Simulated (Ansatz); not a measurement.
## Au under changes of volume

One of the cells (17.651 Å³/atom); the others are scaled copies at fixed shape and fractional positions:

```
CELL_PARAMETERS angstrom
1.41131 -2.55593 0.00000
1.41131 2.55593 0.00000
0.00000 0.00000 4.89317
ATOMIC_POSITIONS crystal
Au 0.33467 0.66533 0.25000
Au 0.66533 0.33467 0.75000
```

This isn't the form of Au at room conditions, which is fcc.

- Program: Ansatz 0.2.0
- Functional: PBE0
- Potentials or basis: Ansatz PAW
- Cutoff: 420 eV (not typed: the program's choice for these potentials)
- k mesh: 6 × 6 × 4
- Occupations: fermi-dirac, width 0.05 eV
- Spin: no spin polarisation

```csv
volume (Å³/atom),energy over the lowest point (meV/atom),pressure (GPa),largest force (eV/Å)
16.592,34.66,10.8,0.091
16.945,15.54,6.6,0.083
17.298,4.15,3.5,0.022
17.651,0.00,0.5,0.012
18.004,1.90,-2.3,0.008
18.357,?,?,?
18.710,21.59,-6.2,0.025
```

Question: What does the run at 18.357 Å³/atom give?

Answer: Energy over the lowest point 9.62 meV/atom; pressure -4.7 GPa; largest force 0.005 eV/Å.

Worked out: A Birch-Murnaghan fit of order 3 (a polynomial in V^(-2/3)) to the other rows has its minimum at 17.71 Å³/atom with B0 = V·E''(V) = 138 GPa and B' = 5.2 at fixed shape and positions, which overstates the stiffness. It gives 9.32 meV/atom at 18.357 Å³/atom, against the run's 9.62, and -dE/dV = -4.5 GPa, against -4.7.

Energies are extrapolated to zero smearing.

Caveats: all runs use coarse meshes; the PAW data sets come from PBE, with cores solved anew for the run's functional, which leaves a small shift of forces and pressure; the thresholds are loose for stress.
